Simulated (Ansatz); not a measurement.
## MoS2: pressure and largest V_zz as volume scale varies

Periodic Kohn-Sham DFT of a crystal at fixed atoms, scaled to volume_scale times the given cell; pressure positive in compression, energy less spherical unpolarised free atoms, largest_vzz the field gradient of largest size among the nuclei. The results are calculated, by Ansatz 0.2.0.

The cell before it is scaled or strained (space group R3m, No. 160):
```
CELL_PARAMETERS angstrom
1.58150 0.91310 6.12330
-1.58150 0.91310 6.12330
0.00000 -1.82620 6.12330
ATOMIC_POSITIONS crystal
Mo 0.00000 0.00000 0.00000
S 0.74840 0.74840 0.74840
S 0.58490 0.58490 0.58490
```

Settings of every row: method all-electron PAW; functional PBEsol; relativity scalar; k mesh 13x13x13; filling fermi-dirac; smearing width 0.05 eV; nucleus gaussian.

Atom start moment: 0 on all atoms.

Limits: a layered crystal: even scaling strains the bonds within the layers, so this curve is stiffer than the crystal under pressure; field gradient without spin-orbit coupling on heavy atoms.

| row | volume scale | V (Å³/atom) | pressure (GPa) | largest V_zz (1e21 V/m^2) |
| --- | --- | --- | --- | --- |
| 1 | 0.94 | 16.624 | 16.161 | -9.781 |
| 2 | 0.96 | 16.978 | ? | ? |
| 3 | 0.98 | 17.331 | 7.812 | -9.332 |
| 4 | 0.99 | 17.508 | 5.985 | -9.221 |
| 5 | 1 | 17.685 | 4.251 | -9.114 |
| 6 | 1.01 | 17.862 | 2.606 | -9.01 |
| 7 | 1.02 | 18.039 | 1.044 | -8.907 |
| 8 | 1.04 | 18.392 | -1.843 | -8.706 |
| 9 | 1.06 | 18.746 | -4.441 | -8.511 |

Question: what pressure and largest V_zz should row 2 give?

Worked fit of pressure. Take u = (V_r/V)^(2/3) − 1 with V_r = 17.773 Å³ an atom, which is twice the finite (Eulerian) strain; such expansions in the strain, on which the Birch-Murnaghan equation of state is built, carry the rest volume and the bulk modulus. The shown rows have u = 0.04556, 0.01693, 0.01007, 0.00331, -0.00332, -0.00985, -0.02257, -0.03491. Least squares give pressure = 3.4209 + 247.936 × u + 669.95 × u² + 564 × u³ GPa; a parabola predicts inner rows, each left out in turn, worse (root mean square 0.0089 against 0.0026 GPa). The rows lie off it by 0.000, -0.001, -0.001, 0.002, 0.001, 0.001, -0.003, 0.001. The pressure vanishes at u = -0.0143, or V = 18.16 Å³ an atom, and there the bulk modulus at fixed shape and fractions is B = −V dP/dV = (2/3)(1 + u) dP/du = 151 GPa. Letting shape and atoms relax would as a rule lower it, by much in layered, chain or molecular crystals. The withheld row has u = 0.03098, so the fit gives 3.4209 + 247.936 × (0.03098) + 669.95 × (0.03098)² + 564 × (0.03098)³ = 11.762 GPa.

The calculation gave 11.767 GPa. The fit lies 0.005 GPa (0.024 % of the column's range) below it; its largest miss of a shown row is 0.003 GPa.

Worked fit of largest V_zz. Take t = volume scale − 1. The shown rows have t = -0.06, -0.02, -0.01, 0, 0.01, 0.02, 0.04, 0.06. Least squares give largest V_zz = −9.1151 + 10.584 × t − 8.64 × t² 1e21 V/m^2; a straight line predicts inner rows, each left out in turn, worse (root mean square 0.0098 against 0.0012 1e21 V/m^2). The rows lie off it by 0.000, -0.002, 0.001, 0.001, 0.000, 0.000, 0.000, 0.000. The withheld row has t = -0.04, so the fit gives −9.1151 + 10.584 × (-0.04) − 8.64 × (-0.04)² = -9.552 1e21 V/m^2.

The calculation gave -9.552 1e21 V/m^2. The fit meets it to the printed digit.
